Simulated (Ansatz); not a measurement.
# CdIn2O4: the band gap up the ladder of functionals

One table from this session's results is given with a row withheld; the runs are named, their logs left out.

The runs shown are made with Ansatz 0.2.0. PAW datasets, plane waves. No spin polarisation and no zero-point or thermal motion.

## Starting point

The cell was relaxed beforehand with r2SCAN.

Space group Fd-3m (No. 227), cubic; conventional cell a = 9.201 Å, 13.91 Å³ an atom. Cd has 4 O at 2.20 Å; In has 6 O at 2.19 Å; O has 3 In at 2.19 Å and 1 Cd at 2.20 Å.

The structure in full:

```xyz
14
Lattice="0.0000 4.6004 4.6004 4.6004 0.0000 4.6004 4.6004 4.6004 0.0000" Properties=species:S:1:pos:R:3 pbc="T T T"
Cd    2.3002    2.3002    2.3002
Cd    0.0000    0.0000    0.0000
In    5.7505    3.4503    3.4503
In    5.7505    5.7505    5.7505
In    3.4503    5.7505    3.4503
In    3.4503    3.4503    5.7505
O     7.9299    7.9299    7.9299
O     3.5710    5.6297    5.6297
O     5.6297    5.6297    3.5710
O     5.6297    3.5710    5.6297
O     5.8712    5.8712    7.9299
O     5.8712    7.9299    5.8712
O     3.5710    3.5710    3.5710
O     7.9299    5.8712    5.8712
```

Set-up of the first run:

The input, input.yaml:

```yaml
crystal:
  lattice:
    - [0.0, 4.600364495, 4.600364495]
    - [4.600364495, 0.0, 4.600364495]
    - [4.600364495, 4.600364495, 0.0]
  atoms:
    - { symbol: Cd, position: [0.25, 0.25, 0.25] }
    - { symbol: Cd, position: [0.0, 0.0, 0.0] }
    - { symbol: In, position: [0.125, 0.625, 0.625] }
    - { symbol: In, position: [0.625, 0.625, 0.625] }
    - { symbol: In, position: [0.625, 0.125, 0.625] }
    - { symbol: In, position: [0.625, 0.625, 0.125] }
    - { symbol: O, position: [0.8618762728, 0.8618762728, 0.8618762728] }
    - { symbol: O, position: [0.8356288185, 0.3881237272, 0.3881237272] }
    - { symbol: O, position: [0.3881237272, 0.3881237272, 0.8356288185] }
    - { symbol: O, position: [0.3881237272, 0.8356288185, 0.3881237272] }
    - { symbol: O, position: [0.8618762728, 0.8618762728, 0.4143711815] }
    - { symbol: O, position: [0.8618762728, 0.4143711815, 0.8618762728] }
    - { symbol: O, position: [0.3881237272, 0.3881237272, 0.3881237272] }
    - { symbol: O, position: [0.4143711815, 0.8618762728, 0.8618762728] }
kpoints:
  mp_grid: { grid: [6, 6, 6] }
  band_path:
    path:
      - [[0.0, 0.0, 0.0], [0.5, 6.325444701371e-35, 0.5], [0.625, 0.25, 0.625]]
      - [[0.375, 0.375, 0.75], [0.0, 0.0, 0.0], [0.5, 0.5, 0.5], [0.5, 0.25, 0.75], [0.5, 6.325444701371e-35, 0.5]]
    npoints: 10
hamiltonian:
  xc: pbe
scf:
  occupations: { method: fermi_dirac, width: 0.02 }
  n_extra_bands: 7
output:
  forces: true
  stress: true
  eigenvalues: true
```

Steps of the session up to this table: PBE band path; Single point with r2SCAN; Single point with HSE06; Single point with PBE+SOC; PBE0.

One of the session's tables, all rows but one given; the rest of the session is left out.

| level | gap (eV) |
| --- | --- |
| PBE | 1.07 |
| r2SCAN | 1.57 |
| HSE06 | 2.53 |
| PBE+SOC | ? |
| PBE0 | 3.21 |

Q: Estimate the row for PBE+SOC from the others.

The run gave: gap (eV): 1.06. In the column «gap (eV)» it is the lowest.

Meshes: PBE 6×6×6, r2SCAN 6×6×6, HSE06 4×4×4, PBE+SOC 6×6×6, PBE0 4×4×4

In words: The gap runs from 1.06 eV (PBE+SOC) to 3.21 eV (PBE0). PBE reaches 42 % of the HSE06 value, and r2SCAN 62 %. PBE0 lies 0.69 eV above HSE06, which differs from it by screening the long-range exchange.

Caveats from the session: Warnings in the runs' records: stress exchange threshold loose, stress scf threshold loose.
